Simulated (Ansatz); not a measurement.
# ZrO₂, space group Fm-3m: a convergence test of the k-point mesh

With Ansatz 0.2.0, Python API.

The cells in order, each with its output:

**Cell 1**
```python
import ansatz as az
from tabulate import tabulate
```

**Cell 2**
```python
XC = "pbesol"

system = (
    az.Lattice.of((0.0, 2.535, 2.535), (2.535, 0.0, 2.535), (2.535, 2.535, 0.0))
    .atom("Zr", (0.0, 0.0, 0.0))
    .atom("O", (0.25, 0.25, 0.25))
    .atom("O", (0.75, 0.75, 0.75))
)
```

**Cell 3**
```python
[site.symbol for site in system.resolved().sites]
```
Output:
```text
['Zr', 'O', 'O']
```

**Cell 4**
```python
calc = (
    system.calculation()
    .occupations(az.OccupationsMethod.FIXED)  # no smearing
    .functional(XC)
    .pseudopotentials("paw")
    .band_table()  # levels at the mesh points
)
```

**Cell 5**
```python
rows = []
for value in [0.8, 0.6, 0.5, 0.4, 0.33]:
    r = calc.kpoints(spacing=value).run(threads=1, backend="cpu").report
    rows.append((value, r["free_energy_ev"] / len(r["lattice"]["sites"]), r["n_iterations"], r["gap_by_band_count_ev"], r["n_kpoints"]))
```
Output:
```text
DeckWarning: basis.ecutwfc = 420 eV, auto-derived from the records' recommended cutoffs: set by Zr (normal level)
```

**Cell 6**
```python
print(tabulate(rows, headers=["spacing (1/A)", "F/atom (eV)", "iterations", "gap by band count (eV)", "k-points"], floatfmt=".4f", tablefmt="grid"))
```
Output:
```text
+-----------------+---------------+--------------+--------------------------+------------+
|   spacing (1/A) |   F/atom (eV) |   iterations |   gap by band count (eV) |   k-points |
+=================+===============+==============+==========================+============+
|          0.8000 |    -1751.8743 |            6 |                   3.8637 |          4 |
+-----------------+---------------+--------------+--------------------------+------------+
|          0.6000 |    -1751.8760 |            6 |                   3.3191 |          8 |
+-----------------+---------------+--------------+--------------------------+------------+
|          0.5000 |    -1751.8758 |            6 |                   3.5176 |         10 |
+-----------------+---------------+--------------+--------------------------+------------+
|          0.4000 |    -1751.8760 |            6 |                   3.3194 |         16 |
+-----------------+---------------+--------------+--------------------------+------------+
|          0.3300 |    -1751.8760 |            6 |                   3.4095 |         20 |
+-----------------+---------------+--------------+--------------------------+------------+
```

**Cell 7**
```python
# the last row is the reference
for row in rows[:-1]:
    shift = 1000 * (row[1] - rows[-1][1])
    print(f"{row[0]}: {shift:+.2f} meV/atom" + ("  (within 2 meV)" if abs(shift) < 2 else ""))
```
Output:
```text
0.8: +1.68 meV/atom  (within 2 meV)
0.6: +0.05 meV/atom  (within 2 meV)
0.5: +0.23 meV/atom  (within 2 meV)
0.4: +0.01 meV/atom  (within 2 meV)
```

From a spacing of 0.8 (3×3×3) on it stays within 2 meV an atom of the value at a spacing of 0.33 (7×7×7); the first row (a spacing of 0.8 (3×3×3)) is off by 1.7 meV and the last but one by 0.01 meV.

Notes:
- The run is spin-unpolarised.
- Along an axis with an odd division the mesh misses the point at one half; a gap read on a finite mesh is an upper bound on this functional's gap.
- Semilocal gaps usually lie well under measured ones.
- Of the deposited cell: the entry's cell lengths or inner coordinates differ somewhat from later room-temperature determinations.
- This is a high-temperature or high-pressure form, not the ambient phase.
- The structure is a deposited one; some such entries were measured under pressure or heat, so a shift against it needn't be the functional's error alone.
- Levels are Kohn-Sham eigenvalues on this mesh, without spin-orbit coupling.
- Warnings are shown shortened and without file and line.
- Shifts are counted from the finest mesh, which is itself no proven limit.
- Wall time of the script: 3 s on 1 thread of Arm Neoverse V1 (shared host), peak memory 0.33 GiB.
